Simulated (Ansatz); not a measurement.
# CuAl2 and the effect of the functional

Space group I4/mcm (No. 140). a = 6.067 Å, b = 6.067 Å, c = 4.877 Å, α = 90.00°, β = 90.00°, γ = 90.00°
```csv
atom,site,symmetry,x,y,z
Cu,4a,422,0.0000,0.0000,0.7500
Al,8h,m.2m,0.1581,0.3419,0.5000
```

Kept alike: task band structure; k mesh 7 × 7 × 7; occupations fermi-dirac, width 0.05 eV; no spin polarisation. Program: Ansatz, Ansatz PAW. Cutoffs run from 420 to 500 eV. The mesh is that of the run's cell of 6 atoms. No spin-orbit coupling.

```csv
functional,pressure (GPa)
BLYP,3.94
LDA,-6.39
PBE,-0.28
PBEsol,-3.47
RPBE,2.06
r2SCAN,-3.93
revPBE,1.47
```

Pressure is positive in compression, with a Pulay correction for the finite cutoff. For a metal such a mesh leaves the last digits unconverged. All rows use potentials made for PBE.

The pressure runs from -6.39 (LDA) to 3.94 GPa (BLYP). From PBE: BLYP +4.22; LDA -6.11; PBEsol -3.19; RPBE +2.34; r2SCAN -3.65; revPBE +1.75.
